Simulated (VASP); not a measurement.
Crystal: CdF2.

```xyz
3
Lattice="0.0000 2.6970 2.6970 2.6970 0.0000 2.6970 2.6970 2.6970 0.0000" Properties=species:S:1:pos:R:3 pbc="T T T"
Cd    0.0000    0.0000    0.0000
F     1.3485    1.3485    1.3485
F     4.0455    4.0455    4.0455
```

Base run:

| Quantity | Value |
| --- | --- |
| Program | VASP 6.6.1 |
| Functional | PBE0 |
| Potentials or basis | VASP PAW PBE potentials, release 64 (Cd, F) |
| Cutoff | 520 eV |
| k mesh | 6 × 6 × 6 |
| Occupations | gaussian, width 0.03 eV |
| Spin | no spin polarisation |

Its results: band gap on the k mesh 5.92 eV, indirect (least direct gap 6.48 eV); pressure 2.0 GPa.

Task: After a change of settings the same cell gave: band gap on the k mesh 3.08 eV, indirect (least direct gap 3.56 eV); pressure 5.8 GPa. Which change was it?
A. functional from PBE0 to HSE06
B. functional from PBE0 to PBE-EpsX
C. functional from PBE0 to PBE; further incar settings from ALGO = Normal; EDIFF = 1e-06; NBANDS = 20 to ALGO = Fast; EDIFF = 1e-06; NBANDS = 20

Result: C.

Caveats: the PAW data sets were made with another functional, which shifts forces and pressure a little (some runs).
